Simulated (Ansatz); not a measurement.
**CoO: which magnetic state is lowest?**

Method: DFT PBE, scalar-relativistic, plane waves, PAW (Ansatz).

```xyz
2
Lattice="0.0000 2.2500 2.2500 2.2500 0.0000 2.2500 2.2500 2.2500 0.0000" Properties=species:S:1:pos:R:3 pbc="T T T"
Co    0.0000    0.0000    0.0000
O     1.1250    1.1250    1.1250
```

- plane-wave cutoff: 420 eV
- Γ-centred k-mesh: 16×16×16
- occupation rule: Gaussian smearing, 0.1 eV
- list of starting moments (μB, in atom order): 3 0
- check for lower electronic states after the SCF: off

All runs keep this geometry, which isn't relaxed for the lowest state (largest force there 0.000 eV/Å, pressure -0.6 GPa; forces reach 0.45 eV/Å in another state) and needn't be a stable compound; relaxing each order would shift the differences by some 50 meV/atom, going by the pressures and a bulk modulus of about 150 GPa. A propagation vector, in units of the reciprocal vectors, doubles the cell, which takes an equally dense mesh. The large starts are 4.5 0 μB. The small starts are 0.5 0 μB. No Hubbard U is used, and semilocal functionals often make open-shell oxides metallic. Site moments are spin moments in atom-centred spheres that scale with the neighbour distance. The states are those that the runs reached from these starts; a lower one can exist.

**Question.** Starts tried: no spin; ferromagnetic; large parallel starting moments; antiferromagnetic, doubled cell, propagation vector (0, 0, 1/2); antiferromagnetic, doubled cell, propagation vector (0, 1/2, 1/2); small parallel starting moments. Which state comes out lowest, and what are the moments?

**Answer.** The lowest state is antiferromagnetic, reached from the start “antiferromagnetic, doubled cell, propagation vector (0, 1/2, 1/2)”, with site moments (μB) Co +2.04, Co -2.04. The next state lies only 2.96 meV/atom higher, which mesh, smearing and relaxation can turn, so the order isn't settled.

```
                                                            start ends energy above lowest (meV/atom) site moments (μB) gap on mesh (eV) P (GPa)
                                                          no spin non-magnetic                             235                        none over 0.05             metal    -14.2
                                                    ferromagnetic ferromagnetic                            43.3                     Co +2.23, O +0.30             metal      0.0
                                  large parallel starting moments ferromagnetic                            43.3                     Co +2.23, O +0.30             metal      0.0
  antiferromagnetic, doubled cell, propagation vector (0, 0, 1/2) antiferromagnetic                            2.96  Co +2.10, O +0.16, Co -2.10, O -0.16             metal     -0.5
antiferromagnetic, doubled cell, propagation vector (0, 1/2, 1/2) antiferromagnetic                            0.00                    Co +2.04, Co -2.04             metal     -0.6
                                  small parallel starting moments ferromagnetic                            43.3                     Co +2.23, O +0.30             metal      0.0
```

Cost: 6 runs of about 4.2 core-minutes in all, on Arm Neoverse V1 (shared hosts).